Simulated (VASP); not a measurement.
# Si in VASP: further runs

The runs below take Si through relaxation of the atoms, with RPBE, revPBE.

Everything below comes from runs of VASP 6.6.1. Logs are shortened: lines on timing, memory, paths and dates and some standing lists are left out, and cuts for length are marked.

### Step 1. The structure

The cell holds a sheet with vacuum, 1 atom: a = 2.399 Å, b = 2.418 Å, c = 23.800 Å, α = 90.00°, β = 90.00°, γ = 90.00°.

The cell was built by a generator and needn't be a form met in nature.

### Step 2. Relaxation of the atoms, RPBE

File INCAR:

```
  PREC = Accurate
  ENCUT = 520
  EDIFF = 1E-6
  ISMEAR = -1
  SIGMA = 0.05
  LREAL = F
  LASPH = T
  NELM = 80
  ALGO = Fast
  ISIF = 2
  LWAVE = F
  LCHARG = F
  LDIPOL = T
  IDIPOL = 3
  DIPOL = 0.5 0.5 0.294
  GGA = RP
  IBRION = 2
  NSW = 60
  EDIFFG = -0.02
```

File KPOINTS:

```
regular mesh
0
Gamma
  11 11 1
```

File POSCAR:

```
Si
1.0
    2.3993200000      0.0000000000      0.0000000000
    0.0000000000      2.4179400000      0.0000000000
    0.0000000000      0.0000000000     23.8000000000
Si
1
Selective dynamics
Direct
    0.5000000000      0.5000000000      0.2941200000  F F F
```

Potentials or basis: VASP PAW PBE potentials, release 64 (Si).

Started as:

```bash
$ cat potpaw_PBE.64/Si/POTCAR > POTCAR
$ mpirun -np 1 vasp_std > vasp.out
```

OUTCAR:

```text
PREC = Accurate
   ENCUT = 520
   EDIFF = 1E-6
   ISMEAR = -1
   LREAL = F
   LASPH = T
   NELM = 80
   ISIF = 2
   GGA = RP
   IBRION = 2
   NSW = 60
   EDIFFG = -0.02

 ion  position               nearest neighbor table
   1  0.500  0.500  0.294-

  LATTYP: Found a simple orthorhombic cell.
 ALAT       =     2.3993200000
 B/A-ratio  =     1.0077605322
 C/A-ratio  =     9.9194771852

  Lattice vectors:

 A1 = (   2.3993200000,   0.0000000000,   0.0000000000)
 A2 = (   0.0000000000,   2.4179400000,   0.0000000000)
 A3 = (   0.0000000000,   0.0000000000,  23.8000000000)

Analysis of symmetry for initial positions (statically):
=====================================================================
 Subroutine PRICEL returns:
 Original cell was already a primitive cell.

 Routine SETGRP: Setting up the symmetry group for a
 simple orthorhombic supercell.

 Subroutine GETGRP returns: Found  8 space group operations
 (whereof  4 operations were pure point group operations)
 out of a pool of  8 trial point group operations.

The static configuration has the point symmetry C_2v.
 The point group associated with its full space group is D_2h.

Analysis of symmetry for dynamics (positions and initial velocities):
=====================================================================
 Subroutine PRICEL returns:
 Original cell was already a primitive cell.

 Routine SETGRP: Setting up the symmetry group for a
 simple orthorhombic supercell.

 Subroutine GETGRP returns: Found  8 space group operations
 (whereof  4 operations were pure point group operations)
 out of a pool of  8 trial point group operations.

The dynamic configuration has the point symmetry C_2v.
 The point group associated with its full space group is D_2h.

Analysis of constrained symmetry for selective dynamics:
=====================================================================
 Subroutine PRICEL returns:
 Original cell was already a primitive cell.

 Routine SETGRP: Setting up the symmetry group for a
 simple orthorhombic supercell.

 Subroutine GETGRP returns: Found  8 space group operations
 (whereof  4 operations were pure point group operations)
 out of a pool of  8 trial point group operations.

The constrained configuration has the point symmetry C_2v.
 The point group associated with its full space group is D_2h.

 Subroutine INISYM returns: Found  8 space group operations
 (whereof  4 operations are pure point group operations),
 and found     1 'primitive' translations

----------------------------------------------------------------------------------------

                                     Primitive cell

  volume of cell :     138.0736

  direct lattice vectors                    reciprocal lattice vectors
     2.399320000  0.000000000  0.000000000     0.416784756  0.000000000  0.000000000
     0.000000000  2.417940000  0.000000000     0.000000000  0.413575192  0.000000000
     0.000000000  0.000000000 23.800000000     0.000000000  0.000000000  0.042016807

  length of vectors
     2.399320000  2.417940000 23.800000000     0.416784756  0.413575192  0.042016807

  position of ions in fractional coordinates (direct lattice)
     0.500000000  0.500000000  0.294120000

  ion indices of the primitive-cell ions
   primitive index   ion index
                 1           1

----------------------------------------------------------------------------------------

 KPOINTS: regular mesh

Automatic generation of k-mesh.
 Grid dimensions read from file:
 generate k-points for:   11   11    1

 Generating k-lattice:

  Cartesian coordinates                     Fractional coordinates (reciprocal lattice)
     0.037889523  0.000000000  0.000000000     0.090909091  0.000000000  0.000000000
     0.000000000  0.037597745  0.000000000     0.000000000  0.090909091  0.000000000
     0.000000000  0.000000000  0.042016807     0.000000000  0.000000000  1.000000000

  Length of vectors
     0.037889523  0.037597745  0.042016807

  Shift w.r.t. Gamma in fractional coordinates (k-lattice)
     0.000000000  0.000000000  0.000000000

 Subroutine IBZKPT returns following result:
 ===========================================

 Found     36 irreducible k-points:

 Following reciprocal coordinates:
            Coordinates               Weight
  0.000000  0.000000  0.000000      1.000000
  0.090909  0.000000  0.000000      2.000000
  0.181818  0.000000  0.000000      2.000000
  0.272727  0.000000  0.000000      2.000000
  0.363636  0.000000  0.000000      2.000000
  0.454545  0.000000  0.000000      2.000000
[... 16 lines left out ...]
  0.363636  0.272727  0.000000      4.000000
  0.454545  0.272727  0.000000      4.000000
 [... further k-points ...]
   k-points           NKPTS =     36   k-points in BZ     NKDIM =     36   number of bands    NBANDS=      6
   number of dos      NEDOS =    301   number of ions     NIONS =      1
   total plane-waves  NPLWV =  58320
   dimension x,y,z NGX =    18 NGY =   18 NGZ =  180
   dimension x,y,z NGXF=    36 NGYF=   36 NGZF=  360
   ions per type =               1
   NGX,Y,Z   is equivalent  to a cutoff of  12.47, 12.38, 12.57 a.u.
   NGXF,Y,Z  is equivalent  to a cutoff of  24.94, 24.75, 25.15 a.u.
 SYSTEM =  unknown system
   PREC   = accura    normal or accurate (medium, high low for compatibility)
   ISTART =      0    job   : 0-new  1-cont  2-samecut
   ICHARG =      2    charge: 1-file 2-atom 10-const
   ISPIN  =      1    spin polarized calculation?
   LNONCOLLINEAR =      F non collinear calculations
   LSORBIT =      F    spin-orbit coupling
   LASPH  =      T    aspherical Exc in radial PAW
   ENCUT  =  520.0 eV  38.22 Ry    6.18 a.u.   4.46  4.50 44.25*2*pi/ulx,y,z
   NELM   =     80;   NELMIN=  2; NELMDL= -5     # of ELM steps
   EDIFF  = 0.1E-05   stopping-criterion for ELM
   LREAL  =      F    real-space projection
   EDIFFG = -.2E-01   stopping-criterion for IOM
   NSW    =     60    number of steps for IOM
   IBRION =      2    ionic relax: 0-MD 1-quasi-New 2-CG
   NFREE  =      1    steps in history (QN), initial steepest desc. (CG)
   ISIF   =      2    stress and relaxation
   ISYM   =      2    0-nonsym 1-usesym 2-fastsym
   POTIM  = 0.5000    time-step for ionic-motion
   TEBEG  =    0.0;   TEEND  =   0.0 temperature during run
   PSTRESS=    0.0 pullay stress
   NELECT =       4.0000    total number of electrons
   NUPDOWN=      -1.0000    fix difference up-down
   EMIN   =  10.00;   EMAX   =-10.00  energy-range for DOS
   EFERMI =   0.00;   METHOD = LEGACY
   ISMEAR =    -1;   SIGMA  =   0.05  broadening in eV -4-tet -1-fermi 0-gaus
   EFERMI_NEDOS =   21; number of points for ismear=-14 and -15
   IALGO  =     68    algorithm
   IMIX   =      4    mixing-type and parameters
     AMIX     =   0.40;   BMIX     =  1.00
     AMIX_MAG =   1.60;   BMIX_MAG =  1.00
  volume/ion in A,a.u.               =     138.07       931.77
  Fermi-wavevector in a.u.,A,eV,Ry     =   0.502795  0.950145  3.439596  0.252803
  Thomas-Fermi vector in A             =   1.511992
   LORBIT       =      0    0 simple, 1 ext, 2 COOP (PROOUT), +10 PAW based schemes
   GGA     = RP    functional components
   LHFCALC =     F    Hartree Fock is set to
   AEXX    =    0.0000 exact exchange contribution
   IVDW    =     0    specifies the selected vdW correction
   LEPSILON=     F    determine dielectric tensor
   LRPA    =     F    only Hartree local field effects (RPA)
 conjugate gradient relaxation of ions
 non-spin polarized calculation
 RMM-DIIS sequential band-by-band and
  energy-cutoff  :      520.00
  volume of cell :      138.07
 maximum number of plane-waves:      3772
 NGX is ok and might be reduce to    18
   NGX =  9   NGY =  9   NGZ = 89

 dipolmoment           0.000000      0.000000     -0.000001 electrons x Angstroem

 number of electron       4.0000001 magnetization

 dipolmoment           0.000000      0.000000      0.000002 electrons x Angstroem

 Free energy of the ion-electron system (eV)
  ---------------------------------------------------
  ext. energy  EPLUGINS =         0.00000000
  ---------------------------------------------------
  free energy    TOTEN  =        -4.31459515 eV

  energy without entropy =       -4.30870161  energy(sigma->0) =       -4.31164838

 E-fermi :  -3.0735     XC(G=0):  -1.9015

 val. band max:       -3.1336103214   @ k =   0.3636   0.3636   0.0000
 cond. band min:      -3.0182987316   @ k =   0.0909   0.3636   0.0000
 fundamental gap:      0.1153115898
 Fermi energy:        -3.0734671641

 k-point     1 :       0.0000    0.0000    0.0000
  band No.  band energies     occupation
      1     -14.5538      2.00000
      2      -6.2304      2.00000
      3      -0.0296      0.00000
      4       1.2087      0.00000
      5       1.5765      0.00000
      6       2.3639      0.00000

 k-point     2 :       0.0909    0.0000    0.0000
  band No.  band energies     occupation
      1     -14.3473      2.00000
      2      -6.0329      2.00000
      3       0.1759      0.00000
      4       1.4228      0.00000
      5       1.7955      0.00000
      6       2.6069      0.00000

 k-point     3 :       0.1818    0.0000    0.0000
  band No.  band energies     occupation
      1     -13.7301      2.00000
      2      -5.4426      2.00000
      3       0.5950      0.00000
      4       1.2588      0.00000
      5       2.0644      0.00000
      6       2.4450      0.00000

 k-point     4 :       0.2727    0.0000    0.0000
  band No.  band energies     occupation
      1     -12.7085      2.00000
      2      -4.4699      2.00000
      3      -2.0282      0.00000
      4       1.9340      0.00000
      5       3.1289      0.00000
      6       3.5204      0.00000
[... 154 lines left out ...]
 k-point    22 :       0.2727    0.2727    0.0000
  band No.  band energies     occupation
      1     -10.9190      2.00000
      2      -2.7557      0.00347
      3      -1.6691      0.00000
      4       1.3192      0.00000
      5       4.0184      0.00000
      6       5.0149      0.00000

 k-point    23 :       0.3636    0.2727    0.0000
  band No.  band energies     occupation
      1      -9.5281      2.00000
      2      -3.4049      1.99736
      3      -1.4533      0.00000
      4       1.5956      0.00000
      5       5.3522      0.00000
      6       5.6907      0.00000

 k-point    24 :       0.4545    0.2727    0.0000
  band No.  band energies     occupation
      1      -7.7859      2.00000
      2      -5.6573      2.00000
      3      -0.0465      0.00000
      4       2.8440      0.00000
      5       3.5682      0.00000
      6       5.3798      0.00000

 [... further k-points ...]

------------------------ aborting loop because EDIFF is reached ----------------------------------------

 vacuum level on the upper side and lower side of the slab       (xc-potential included)        -0.011        -0.011

  FORCE on cell =-STRESS in cart. coord.  units (eV):
  Direction    XX          YY          ZZ          XY          YZ          ZX
  --------------------------------------------------------------------------------------
  -------------------------------------------------------------------------------------
  Total        0.4197332      0.0543648     -0.0023543      0.0000000      0.0000000      0.0000000
  in kB        4.8704970      0.6308375     -0.0273183      0.0000000      0.0000000      0.0000000
  external PRESSURE =       1.8246721 kB  Pullay stress =       0.0000000 kB

 VOLUME and BASIS-vectors are now :
 -----------------------------------------------------------------------------
  energy-cutoff  :      520.00
  volume of cell :      138.07
      direct lattice vectors                 reciprocal lattice vectors
     2.399320000  0.000000000  0.000000000     0.416784756  0.000000000  0.000000000
     0.000000000  2.417940000  0.000000000     0.000000000  0.413575192  0.000000000
     0.000000000  0.000000000 23.800000000     0.000000000  0.000000000  0.042016807

 POSITION                                       TOTAL-FORCE (eV/Angst)
 -----------------------------------------------------------------------------------
      1.19966      1.20897      7.00006         0.000000      0.000000      0.000000
 -----------------------------------------------------------------------------------
    total drift:                               -0.000000     -0.000000      0.000010

  FREE ENERGIE OF THE ION-ELECTRON SYSTEM (eV)
  ---------------------------------------------------
  free  energy   TOTEN  =        -4.3145951511 eV

  energy  without entropy=       -4.3087016067  energy(sigma->0) =       -4.31164838

 reached required accuracy - stopping structural energy minimisation

 vacuum level on the upper side and lower side of the slab         1.509         1.509
```

Wall time 30 s (1 thread of Intel Xeon Platinum 8488C (Sapphire Rapids), shared host); peak memory 0.22 GiB.

Results:

```
Free energy            : -4.3146 eV
Band gap on the k mesh : none (metal or under the smearing width)
```

Final structure:
```
Si
1.0
     2.39932    0.00000    0.00000
     0.00000    2.41794    0.00000
     0.00000    0.00000   23.80000
Si
1
Direct
  0.50000 0.50000 0.29412
```

Levels at points of the mesh, in eV from the Fermi level:
```
           k point  band 1  band 2  band 3  band 4  band 5  band 6
(0.00, 0.00, 0.00)  -11.48   -3.16    3.04    4.28    4.65    5.44
```

Caveat: the relaxation stopped at its first step, so nothing moved; the PAW data sets were made with another functional, which shifts forces and pressure a little.

### Step 3. Relaxation of the atoms, revPBE

INCAR: that of step 2 with these lines changed.

```diff
@@ -15,3 +15,3 @@
   DIPOL = 0.5 0.5 0.294
-  GGA = RP
+  GGA = RE
   IBRION = 2
```

KPOINTS is that of step 2.

POSCAR is that of step 2.

Potentials or basis: VASP PAW PBE potentials, release 64 (Si).

Started as:

```bash
$ cat potpaw_PBE.64/Si/POTCAR > POTCAR
$ mpirun -np 1 vasp_std > vasp.out
```

Wall time 25 s (1 thread of Intel Xeon Platinum 8488C (Sapphire Rapids), shared host); peak memory 0.22 GiB.

The run converged. Its results:

| Item | Value |
| --- | --- |
| Free energy | -4.3624 eV |
| Band gap on the k mesh | none (metal or under the smearing width) |

Final structure:
```
CELL_PARAMETERS angstrom
2.39932 0.00000 0.00000
0.00000 2.41794 0.00000
0.00000 0.00000 23.80000
ATOMIC_POSITIONS crystal
Si 0.50000 0.50000 0.29412
```

Levels at points of the mesh, in eV from the Fermi level:
| k point | band 1 | band 2 | band 3 | band 4 | band 5 | band 6 |
| --- | --- | --- | --- | --- | --- | --- |
| (0.00, 0.00, 0.00) | -11.48 | -3.16 | 3.11 | 4.32 | 4.64 | 5.41 |

Caveat: the relaxation stopped at its first step, so nothing moved; the PAW data sets were made with another functional, which shifts forces and pressure a little.

### Step 4. For comparison

An earlier run on the cell as given: functional PBE; potentials or basis VASP PAW PBE potentials, release 64 (Si); cutoff 520 eV; k mesh 11 × 11 × 1; occupations fermi-dirac, width 0.05 eV; no spin polarisation.

* Band gap on the k mesh: none (metal or under the smearing width)

### Step 5. The runs side by side

| task | level | cell | atoms held fixed (from 0) | gap on the mesh (eV) |
| --- | --- | --- | --- | --- |
| relaxation of the atoms | RPBE | atoms relaxed | [0] | none |
| relaxation of the atoms | revPBE | atoms relaxed | [0] | none |
| single point | PBE | as given | - | none |

Alike in all rows: potentials or basis VASP PAW PBE potentials, release 64 (Si); no spin polarisation; k mesh 11 × 11 × 1; cutoff (eV) 520; smearing fermi-dirac 0.05 eV.

Caveats: the relaxation stopped at its first step, so nothing moved (some runs); the PAW data sets were made with another functional, which shifts forces and pressure a little (some runs).

Absolute energies hang on the potentials; compare differences alone.
